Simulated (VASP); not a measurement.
# CdSe in VASP: relaxing the cell with several functionals

Where does zincblende CdSe come to rest with PBE, PBEsol and LDA? The results are then set beside those of Ansatz 0.2.0 from the same starts.

Program: VASP 6.6.1. PAW datasets, plane waves, zero pressure. Calculated at 0 K for a non-magnetic cell.

### 1 The structure to begin with

It is cubic, F-43m (No. 216); a = 5.918 Å in the conventional setting, 25.91 Å³ an atom. Near Cd stand 4 Se at 2.56 Å; near Se stand 4 Cd at 2.56 Å.

As a file:

Space group F-43m (No. 216). a = 5.918 Å, b = 5.918 Å, c = 5.918 Å, α = 90.00°, β = 90.00°, γ = 90.00°
| atom | site | symmetry | x | y | z |
| --- | --- | --- | --- | --- | --- |
| Cd | 4a | -43m | 0.0000 | 0.0000 | 0.0000 |
| Se | 4d | -43m | 0.2500 | 0.2500 | 0.7500 |

### 2 Relaxing with PBE

Contents of INCAR:

```
ENCUT = 600.000000
SIGMA = 0.020000
EDIFF = 1.00e-07
EDIFFG = -5.00e-03
GGA = PE
PREC = Accurate
IBRION = 2
ISIF = 3
ISMEAR = -1
NBANDS = 16
NELM = 120
NSW = 40
LASPH = .TRUE.
LCHARG = .FALSE.
LWAVE = .FALSE.
LREAL = .FALSE.
```

Contents of KPOINTS:

```
KPOINTS created by Atomic Simulation Environment
0
Gamma
6 6 6
0 0 0
```

Contents of POSCAR:

```
Cd Se
 1.0000000000000000
     0.0000000000000000    2.9590355997000000    2.9590355997000000
     2.9590355997000000    0.0000000000000000    2.9590355997000000
     2.9590355997000000    2.9590355997000000    0.0000000000000000
 Cd  Se
   1   1
Cartesian
  0.0000000000000000  0.0000000000000000  0.0000000000000000
  1.4795177998500000  1.4795177998500000  1.4795177998500000
```

Potentials: the recommended PBE PAW datasets, 18 valence electrons in the neutral cell.

Run with:

```console
$ mpirun -np 1 vasp_std
```

The first run moved the cell so far that it was started again from its end, on a fresh basis. The second run's POSCAR:

```
Cd Se
 1.0000000000000000
     0.0000000000000000    3.1034793635318434    3.1034793635318434
     3.1034793635318434    0.0000000000000000    3.1034793635318434
     3.1034793635318434    3.1034793635318434   -0.0000000000000000
 Cd  Se
   1   1
Cartesian
  0.0000000000000000  0.0000000000000000  0.0000000000000000
  1.5517396817659217  1.5517396817659217  1.5517396817659217
```

The files below are the second run's.

Standard output, without the iteration lines:

```text
POSCAR found type information on POSCAR CdSe
 POSCAR found :  2 types and       2 ions
 LDA part: xc-table for (Slater+PW92), standard interpolation
 POSCAR, INCAR and KPOINTS ok, starting setup
 FFT: planning ... GRIDC
 FFT: planning ... GRID_SOFT
 FFT: planning ... GRID
 WAVECAR not read
 WARNING: random wavefunctions but no delay for mixing, default for NELMDL
 entering main loop
 curvature:   0.00 expect dE= 0.000E+00 dE for cont linesearch  0.000E+00
 search vector abs. value=  0.772E-05
 bond charge predicted
 reached required accuracy - stopping structural energy minimisation
```

OSZICAR:

```text
N       E                     dE             d eps       ncg     rms          rms(c)
DAV:   1     0.116492137504E+03    0.11649E+03   -0.96162E+03   512   0.113E+03
DAV:   2    -0.110040676061E+01   -0.11759E+03   -0.11016E+03   584   0.260E+02
DAV:   3    -0.586191712206E+01   -0.47615E+01   -0.47470E+01   648   0.539E+01
DAV:   4    -0.588304751066E+01   -0.21130E-01   -0.21129E-01   584   0.364E+00
DAV:   5    -0.588317631067E+01   -0.12880E-03   -0.12880E-03   680   0.251E-01    0.547E+00
DAV:   6    -0.551504496779E+01    0.36813E+00   -0.56168E-01   712   0.853E+00    0.443E+00
DAV:   7    -0.549416457761E+01    0.20880E-01   -0.13540E-01   592   0.244E+00    0.196E+00
DAV:   8    -0.549510261642E+01   -0.93804E-03   -0.12246E-02   592   0.131E+00    0.239E-01
DAV:   9    -0.549533893881E+01   -0.23632E-03   -0.13522E-03   584   0.447E-01    0.495E-02
DAV:  10    -0.549541059518E+01   -0.71656E-04   -0.14865E-04   656   0.148E-01    0.448E-02
DAV:  11    -0.549546385856E+01   -0.53263E-04   -0.86670E-05   584   0.583E-02    0.172E-02
DAV:  12    -0.549546364025E+01    0.21831E-06   -0.13688E-06   640   0.124E-02    0.881E-03
DAV:  13    -0.549546433804E+01   -0.69780E-06   -0.20892E-06   608   0.795E-03    0.327E-03
DAV:  14    -0.549546431870E+01    0.19347E-07   -0.82044E-08   504   0.186E-03
   1 F= -.54954643E+01 E0= -.54954643E+01  d E =-.549546E+01
       N       E                     dE             d eps       ncg     rms          rms(c)
DAV:   1    -0.549555972824E+01   -0.95390E-04   -0.17749E-03   600   0.473E-01    0.717E-02
DAV:   2    -0.549547454402E+01    0.85184E-04   -0.18464E-04   600   0.185E-01    0.237E-02
DAV:   3    -0.549546618157E+01    0.83625E-05   -0.19586E-05   656   0.438E-02    0.204E-02
DAV:   4    -0.549546654047E+01   -0.35890E-06   -0.15393E-06   552   0.989E-03    0.363E-03
DAV:   5    -0.549546681407E+01   -0.27360E-06   -0.17509E-07   480   0.549E-03    0.991E-04
DAV:   6    -0.549546686206E+01   -0.47994E-07   -0.42439E-08   272   0.251E-03
   2 F= -.54954669E+01 E0= -.54954668E+01  d E =-.254337E-05
```

From OUTCAR:

```text
k-points           NKPTS =     16   k-points in BZ     NKDIM =     16   number of bands    NBANDS=     16

   NELECT =      18.0000    total number of electrons

   dimension x,y,z NGX =    36 NGY =   36 NGZ =   36
   dimension x,y,z NGXF=    72 NGYF=   72 NGZF=   72

  energy-cutoff  :      600.00
  volume of cell :       59.74
      direct lattice vectors                 reciprocal lattice vectors
     0.000000000  3.102705928  3.102705928    -0.161149658  0.161149658  0.161149658
     3.102705928 -0.000000000  3.102705928     0.161149658 -0.161149658  0.161149658
     3.102705928  3.102705928  0.000000000     0.161149658  0.161149658 -0.161149658

 k-points in reciprocal lattice and weights: KPOINTS created by Atomic Simulation Env
   0.00000000  0.00000000  0.00000000       0.005
   0.16666667  0.00000000  0.00000000       0.037
   0.33333333  0.00000000  0.00000000       0.037
   0.50000000  0.00000000  0.00000000       0.019
   0.16666667  0.16666667  0.00000000       0.028
   0.33333333  0.16666667  0.00000000       0.111
   0.50000000  0.16666667  0.00000000       0.111
  -0.33333333  0.16666667  0.00000000       0.111
[... 8 more k-points ...]

 E-fermi :   0.7382

 k-point     1 :       0.0000    0.0000    0.0000
  band No.  band energies     occupation
      1     -11.7875      2.00000
      2      -7.2690      2.00000
      3      -7.2690      2.00000
      4      -7.2690      2.00000
      5      -6.9561      2.00000
      6      -6.9561      2.00000
      7       0.4862      1.99999
      8       0.4862      1.99999
      9       0.4862      1.99999
     10       0.9682      0.00002
     11       6.4108      0.00000
     12       6.4108      0.00000
     13       6.4108      0.00000
     14      10.0266      0.00000
     15      11.4443      0.00000
     16      11.4443      0.00000

 k-point     2 :       0.1667    0.0000    0.0000
  band No.  band energies     occupation
      1     -11.7080      2.00000
      2      -7.2447      2.00000
      3      -7.2447      2.00000
      4      -7.1878      2.00000
      5      -6.9566      2.00000
      6      -6.9566      2.00000
      7      -1.1454      2.00000
      8       0.2999      2.00000
      9       0.2999      2.00000
     10       2.2715      0.00000
     11       6.1466      0.00000
     12       6.7104      0.00000
     13       6.7104      0.00000
     14      10.5345      0.00000
     15      10.5345      0.00000
     16      10.8530      0.00000

 k-point     3 :       0.3333    0.0000    0.0000
  band No.  band energies     occupation
      1     -11.5468      2.00000
      2      -7.2043      2.00000
      3      -7.2043      2.00000
      4      -6.9475      2.00000
      5      -6.9475      2.00000
      6      -6.9267      2.00000
      7      -2.8036      2.00000
      8      -0.0312      2.00000
      9      -0.0312      2.00000
     10       2.7982      0.00000
     11       6.9062      0.00000
     12       6.9539      0.00000
     13       6.9539      0.00000
     14      10.2421      0.00000
     15      10.9264      0.00000
     16      10.9264      0.00000

 k-point     4 :       0.5000    0.0000    0.0000
  band No.  band energies     occupation
      1     -11.4656      2.00000
      2      -7.1897      2.00000
      3      -7.1897      2.00000
      4      -6.9363      2.00000
      5      -6.9363      2.00000
      6      -6.7039      2.00000
      7      -3.5654      2.00000
      8      -0.1816      2.00000
      9      -0.1816      2.00000
     10       2.7975      0.00000
     11       6.9065      0.00000
     12       6.9065      0.00000
     13       7.7265      0.00000
     14      10.3657      0.00000
     15      12.4246      0.00000
     16      12.4246      0.00000

[... the tables of k-points 5 to 16 left out ...]

  Total        0.0033073      0.0033073      0.0033073      0.0000000      0.0000000      0.0000000
  in kB        0.0887018      0.0887018      0.0887018      0.0000000      0.0000000      0.0000000
  external PRESSURE =       0.0887018 kB  Pullay stress =       0.0000000 kB

 POSITION                                       TOTAL-FORCE (eV/Angst)
 -----------------------------------------------------------------------------------
      6.20541      6.20541      6.20541         0.000000      0.000000      0.000000
      1.55135      1.55135      1.55135        -0.000000     -0.000000     -0.000000
 -----------------------------------------------------------------------------------
    total drift:                               -0.000000     -0.000000     -0.000000

  FREE ENERGIE OF THE ION-ELECTRON SYSTEM (eV)
  ---------------------------------------------------
  free  energy   TOTEN  =        -5.4954668621 eV

  energy  without entropy=       -5.4954668131  energy(sigma->0) =       -5.49546684
```

CONTCAR

```
Cd Se
   1.00000000000000
     0.0000000000000000    3.1027059283142995    3.1027059283142995
     3.1027059283142995   -0.0000000000000000    3.1027059283142995
     3.1027059283142995    3.1027059283142995    0.0000000000000000
  Cd              Se
     1     1
Direct
     1.0000000000000000    1.0000000000000000    1.0000000000000000
     0.2500000000000000    0.2500000000000000    0.2500000000000000

  0.00000000E+00  0.00000000E+00  0.00000000E+00
  0.00000000E+00  0.00000000E+00  0.00000000E+00
```

Hardware: 1 MPI rank of Intel Xeon Platinum 8488C, shared host.

Ionic steps:

| step | energy change (meV/atom) | largest force (eV/Å) | pressure (GPa) | volume (Å³/atom) |
| --- | --- | --- | --- | --- |
| 1 | 0.0 | 0.0000 | -0.03 | 29.891 |
| 2 | 0.0 | 0.0000 | 0.01 | 29.869 |

|  | before | after | change |
| --- | --- | --- | --- |
| a (Å) | 5.918 | 6.205 | +4.86 % |
| volume (Å³/atom) | 25.909 | 29.869 | +15.28 % |
| shortest distance (Å) | 2.563 | 2.687 | +4.86 % |
| space group | F-43m | F-43m | same |

### 3 PBEsol: cell and atoms

This run has another start. The cell comes from an earlier relaxation with PBE in another program.

Changes to INCAR since step 2:

```diff
@@ -4,3 +4,3 @@
 EDIFFG = -5.00e-03
-GGA = PE
+GGA = PS
 PREC = Accurate
```

KPOINTS is that of step 2.

Contents of POSCAR:

```
Cd Se
 1.0000000000000000
    -0.0000000000000000    3.0982259976546396    3.0982259976546396
     3.0982259976546396   -0.0000000000000000    3.0982259976546396
     3.0982259976546396    3.0982259976546396    0.0000000000000000
 Cd  Se
   1   1
Cartesian
  0.0000000000000000  0.0000000000000000 -0.0000000000000000
  1.5491129988273198  1.5491129988273198  1.5491129988273198
```

Run with:

```console
$ mpirun -np 1 vasp_std
```

The first run moved the cell so far that it was started again from its end, on a fresh basis. The second run's POSCAR:

```
Cd Se
 1.0000000000000000
     0.0000000000000000    3.0466339877060489    3.0466339877060489
     3.0466339877060489    0.0000000000000000    3.0466339877060489
     3.0466339877060489    3.0466339877060489    0.0000000000000000
 Cd  Se
   1   1
Cartesian
  0.0000000000000000  0.0000000000000000  0.0000000000000000
  1.5233169938530244  1.5233169938530244  1.5233169938530244
```

The files below are the second run's.

Printed to the terminal (iteration lines stand in OSZICAR):

```text
POSCAR found type information on POSCAR CdSe
 POSCAR found :  2 types and       2 ions
 -----------------------------------------------------------------------------
|                                                                             |
|                                                                             |
|     You enforced a specific xc type in the INCAR file but a different       |
|     I HOPE YOU KNOW WHAT YOU ARE DOING!                                     |
|                                                                             |
 -----------------------------------------------------------------------------

 LDA part: xc-table for (Slater+PW92), standard interpolation
 POSCAR, INCAR and KPOINTS ok, starting setup
 FFT: planning ... GRIDC
 FFT: planning ... GRID_SOFT
 FFT: planning ... GRID
 WAVECAR not read
 WARNING: random wavefunctions but no delay for mixing, default for NELMDL
 entering main loop
 curvature:   0.00 expect dE= 0.000E+00 dE for cont linesearch  0.000E+00
 search vector abs. value=  0.269E-09
 reached required accuracy - stopping structural energy minimisation
```

OSZICAR:

```text
N       E                     dE             d eps       ncg     rms          rms(c)
DAV:   1     0.116099644389E+03    0.11610E+03   -0.94090E+03   520   0.113E+03
DAV:   2    -0.189593562699E+01   -0.11800E+03   -0.11103E+03   616   0.261E+02
DAV:   3    -0.653415430616E+01   -0.46382E+01   -0.46286E+01   648   0.523E+01
DAV:   4    -0.655490901716E+01   -0.20755E-01   -0.20754E-01   608   0.360E+00
DAV:   5    -0.655502529622E+01   -0.11628E-03   -0.11628E-03   672   0.241E-01    0.589E+00
DAV:   6    -0.619727316712E+01    0.35775E+00   -0.56875E-01   712   0.977E+00    0.475E+00
DAV:   7    -0.617416970644E+01    0.23103E-01   -0.13150E-01   592   0.249E+00    0.215E+00
DAV:   8    -0.617291576485E+01    0.12539E-02   -0.13374E-02   552   0.142E+00    0.223E-01
DAV:   9    -0.617281592431E+01    0.99841E-04   -0.14341E-03   616   0.513E-01    0.431E-02
DAV:  10    -0.617283529680E+01   -0.19372E-04   -0.15108E-04   632   0.160E-01    0.376E-02
DAV:  11    -0.617286127510E+01   -0.25978E-04   -0.46991E-05   600   0.507E-02    0.164E-02
DAV:  12    -0.617286075264E+01    0.52246E-06   -0.17582E-06   584   0.173E-02    0.793E-03
DAV:  13    -0.617286101863E+01   -0.26599E-06   -0.12497E-06   640   0.702E-03    0.313E-03
DAV:  14    -0.617286097600E+01    0.42628E-07   -0.82666E-08   464   0.192E-03
   1 F= -.61728610E+01 E0= -.61728609E+01  d E =-.617286E+01
```

Parts of OUTCAR:

```text
k-points           NKPTS =     16   k-points in BZ     NKDIM =     16   number of bands    NBANDS=     16

   NELECT =      18.0000    total number of electrons

   dimension x,y,z NGX =    36 NGY =   36 NGZ =   36
   dimension x,y,z NGXF=    72 NGYF=   72 NGZF=   72

  energy-cutoff  :      600.00
  volume of cell :       56.56
      direct lattice vectors                 reciprocal lattice vectors
     0.000000000  3.046633988  3.046633988    -0.164115546  0.164115546  0.164115546
     3.046633988  0.000000000  3.046633988     0.164115546 -0.164115546  0.164115546
     3.046633988  3.046633988  0.000000000     0.164115546  0.164115546 -0.164115546

 k-points in reciprocal lattice and weights: KPOINTS created by Atomic Simulation Env
   0.00000000  0.00000000  0.00000000       0.005
   0.16666667  0.00000000  0.00000000       0.037
   0.33333333  0.00000000  0.00000000       0.037
   0.50000000  0.00000000  0.00000000       0.019
   0.16666667  0.16666667  0.00000000       0.028
   0.33333333  0.16666667  0.00000000       0.111
   0.50000000  0.16666667  0.00000000       0.111
  -0.33333333  0.16666667  0.00000000       0.111
[... 8 more k-points ...]

 E-fermi :   1.0194

 k-point     1 :       0.0000    0.0000    0.0000
  band No.  band energies     occupation
      1     -11.8196      2.00000
      2      -7.1258      2.00000
      3      -7.1258      2.00000
      4      -7.1258      2.00000
      5      -6.7507      2.00000
      6      -6.7507      2.00000
      7       0.7734      1.99999
      8       0.7734      1.99999
      9       0.7734      1.99999
     10       1.2434      0.00003
     11       6.6250      0.00000
     12       6.6250      0.00000
     13       6.6250      0.00000
     14      10.3457      0.00000
     15      11.8234      0.00000
     16      11.8234      0.00000

 k-point     2 :       0.1667    0.0000    0.0000
  band No.  band energies     occupation
      1     -11.7271      2.00000
      2      -7.0970      2.00000
      3      -7.0970      2.00000
      4      -7.0398      2.00000
      5      -6.7516      2.00000
      6      -6.7516      2.00000
      7      -0.9689      2.00000
      8       0.5621      2.00000
      9       0.5621      2.00000
     10       2.5863      0.00000
     11       6.3736      0.00000
     12       6.9497      0.00000
     13       6.9497      0.00000
     14      10.8146      0.00000
     15      10.8146      0.00000
     16      11.1082      0.00000

 k-point     3 :       0.3333    0.0000    0.0000
  band No.  band energies     occupation
      1     -11.5390      2.00000
      2      -7.0491      2.00000
      3      -7.0491      2.00000
      4      -6.7417      2.00000
      5      -6.7409      2.00000
      6      -6.7409      2.00000
      7      -2.7779      2.00000
      8       0.1897      2.00000
      9       0.1897      2.00000
     10       3.0711      0.00000
     11       7.1946      0.00000
     12       7.1946      0.00000
     13       7.2188      0.00000
     14      10.4358      0.00000
     15      11.2449      0.00000
     16      11.2449      0.00000

 k-point     4 :       0.5000    0.0000    0.0000
  band No.  band energies     occupation
      1     -11.4439      2.00000
      2      -7.0319      2.00000
      3      -7.0319      2.00000
      4      -6.7272      2.00000
      5      -6.7272      2.00000
      6      -6.4613      2.00000
      7      -3.6464      2.00000
      8       0.0214      2.00000
      9       0.0214      2.00000
     10       3.0524      0.00000
     11       7.1317      0.00000
     12       7.1317      0.00000
     13       8.0387      0.00000
     14      10.6319      0.00000
     15      12.8312      0.00000
     16      12.8312      0.00000

[... the tables of k-points 5 to 16 left out ...]

  Total        0.0000483      0.0000483      0.0000483      0.0000000      0.0000000      0.0000000
  in kB        0.0013671      0.0013671      0.0013671      0.0000000      0.0000000      0.0000000
  external PRESSURE =       0.0013671 kB  Pullay stress =       0.0000000 kB

 POSITION                                       TOTAL-FORCE (eV/Angst)
 -----------------------------------------------------------------------------------
      0.00000      0.00000      0.00000        -0.000000     -0.000000     -0.000000
      1.52332      1.52332      1.52332         0.000000      0.000000      0.000000
 -----------------------------------------------------------------------------------
    total drift:                               -0.000000     -0.000000     -0.000000

  FREE ENERGIE OF THE ION-ELECTRON SYSTEM (eV)
  ---------------------------------------------------
  free  energy   TOTEN  =        -6.1728609760 eV

  energy  without entropy=       -6.1728609114  energy(sigma->0) =       -6.17286094
```

CONTCAR

```
Cd Se
   1.00000000000000
     0.0000000000000000    3.0466339877060489    3.0466339877060489
     3.0466339877060489    0.0000000000000000    3.0466339877060489
     3.0466339877060489    3.0466339877060489    0.0000000000000000
  Cd              Se
     1     1
Direct
     0.0000000000000000    0.0000000000000000    0.0000000000000000
     0.2500000000000000    0.2500000000000000    0.2500000000000000

  0.00000000E+00  0.00000000E+00  0.00000000E+00
  0.00000000E+00  0.00000000E+00  0.00000000E+00
```

Hardware: 1 MPI rank of Intel Xeon Platinum 8488C, shared host.

```
                       before   after   change
                a (Å)   6.196   6.093  -1.67 %
     volume (Å³/atom)  29.740  28.279  -4.91 %
shortest distance (Å)   2.683   2.638  -1.67 %
          space group   F-43m   F-43m     same
```

(Part 1 of 2 ends here.)
